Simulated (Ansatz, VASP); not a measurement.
# SiGe in VASP and in Ansatz

File INCAR:

```
SYSTEM = SiGe
PREC = Accurate
ENCUT = 520
EDIFF = 1E-6
ISMEAR = 0
SIGMA = 0.03
LREAL = .False.
LASPH = .True.
NELM = 60
ALGO = Normal
ISIF = 2
LWAVE = .False.
LCHARG = .True.
GGA = PS
LELF = .True.
LVHAR = .True.
NBANDS = 26
```

File KPOINTS:

```
regular mesh
0
Gamma
  12 12 6
  0 0 0
```

File POSCAR:

```
SiGe
1.0
    3.9005968931      0.0000000000      0.0000000000
   -1.9502984466      3.3780159994      0.0000000000
    0.0000000000      0.0000000000      6.4433927721
Si Ge
2 2
Direct
    0.6666666667      0.3333333333      0.8745463420
    0.3333333333      0.6666666667      0.3745463420
    0.6666666667      0.3333333333      0.5353721496
    0.3333333333      0.6666666667      0.0353721496
```

Input for Ansatz:

```yaml
crystal:
  lattice:
    - [3.9005968931, 0.0, 0.0]
    - [-1.9502984466, 3.3780159994, 0.0]
    - [0.0, 0.0, 6.4433927721]
  atoms:
    - { symbol: Si, position: [0.6666666667, 0.3333333333, 0.874546342] }
    - { symbol: Si, position: [0.3333333333, 0.6666666667, 0.374546342] }
    - { symbol: Ge, position: [0.6666666667, 0.3333333333, 0.5353721496] }
    - { symbol: Ge, position: [0.3333333333, 0.6666666667, 0.0353721496] }
basis:
  ecutwfc: 420
kpoints:
  mp_grid: { grid: [12, 12, 6] }
hamiltonian:
  xc: pbesol
scf:
  occupations: { method: gaussian, width: 0.03 }
output:
  forces: true
  stress: true
  eigenvalues: true
  write_density: true
  write_potential: true
  elf: true
  volumetric_format: npy
```

Change from the starting cell: all Ge atoms moved +0.225 Å, as atom 3 along Cartesian [0 0 1].

Alike in both runs: task single point; functional PBEsol; k mesh 12 × 12 × 6; occupations gaussian, width 0.03 eV; no spin polarisation.

|  | VASP | Ansatz |
| --- | --- | --- |
| version | VASP 6.6.1 | Ansatz 0.2.0 |
| potentials or method | VASP PAW PBE potentials, release 64 (Si, Ge_d) | scalar-relativistic, plane waves, PAW |
| plane-wave cutoff (eV) | 520 | 420 |
| valence electrons in the cell | 36 | 36 |

VASP gave:

```
gap on the k mesh at the Fermi level (eV)       : none
pressure (GPa)                                  : 1.7
largest component of the traceless stress (GPa) : 11.76
rms of the force components (eV/Å)              : 2.068
```

Task: Which values does Ansatz return?

Result: gap on the k mesh at the Fermi level (eV): none; pressure (GPa): 1.7; largest component of the traceless stress (GPa): 11.83; rms of the force components (eV/Å): 2.074.

Atom by atom the forces differ by 0.006 eV/Å (rms over components). A gap of «none» marks a metal or a gap that the smearing closes. With one functional, cell and mesh, what is left measures potentials, basis and numerics.

Caveats: the PAW data sets were made with another functional, which shifts forces and pressure a little (VASP).
